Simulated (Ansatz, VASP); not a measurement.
HgTe (Coloradoite): VASP beside Ansatz

```
Hg Te
1.0
     0.00000    3.21450    3.21450
     3.21450    0.00000    3.21450
     3.21450    3.21450    0.00000
Hg Te
1 1
Direct
  0.00000 0.00000 0.00000
  0.75000 0.75000 0.75000
```

Alike in both runs: task single point; functional PBEsol; k mesh 7 × 7 × 7; occupations fermi-dirac, width 0.05 eV; no spin polarisation.

|  | VASP | Ansatz |
| --- | --- | --- |
| version | VASP 6.6.1 | Ansatz 0.2.0 |
| potentials or method | VASP PAW PBE potentials, release 64 (Hg, Te) | Ansatz PAW |
| plane-wave cutoff (eV) | 520 | 420 |
| valence electrons in the cell | 18 | 36 |

Ansatz gave:

```
gap on the k mesh at the Fermi level (eV) : none
pressure (GPa)                            : 1.8
```

What did VASP give for the same quantities?

gap on the k mesh at the Fermi level (eV): none; pressure (GPa): 1.9.

A gap of «none» marks a metal or a gap that the smearing closes. The functional is the same, so the differences come from potentials, cutoffs and numerics. The two sets of potentials don't hold the same shells in valence.

Caveats: the PAW data sets were made with another functional, which shifts forces and pressure a little (VASP); the PAW data sets come from PBE, with cores solved anew for the run's functional, which leaves a small shift of forces and pressure (Ansatz). Spin-orbit coupling is left out, which matters for the levels of Hg, Te.
